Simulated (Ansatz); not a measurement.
MgS in the rocksalt structure, relaxed with r2SCAN in the plane-wave code Ansatz: space group Fm-3m (No. 225), cubic; a = 5.203 Å in the conventional setting, 17.61 Å³ an atom. Mg has 6 S at 2.60 Å; S has 6 Mg at 2.60 Å. The primitive cell holds 2 atoms in 35.21 Å³. Spin-unpolarised throughout; all numbers are computed.

Computed values: HSE06 (6×6×6) gives a least gap of 3.80 eV and a least direct gap of 4.83 eV. r2SCAN's ε∞ is 4.90.

**What is the density?** The cell holds 1 Mg, 1 S: M = 1×24.305 + 1×32.060 = 56.36 u in V = 35.21 Å³. ρ = 1.66054 × M/V = 1.66054 × 56.36/35.21 = 2.658 g/cm³, for the static r2SCAN lattice.

**At what wavelength does absorption set in by HSE06, excitons left aside?** λ = 1239.84 eV nm/E: 326 nm for the least gap, where it needs phonons and is weak, and 257 nm for direct transitions. That lies in the ultraviolet, so by this gap the crystal is transparent to visible light.

**What refractive index and reflectivity at normal incidence follow, below the gap and above the phonons?** n = √4.90 = 2.214; R = ((n − 1)/(n + 1))² = (1.214/3.214)² = 14.3 % a face.

The meshes of the hybrids are coarse, so their gaps aren't converged to the digits shown.
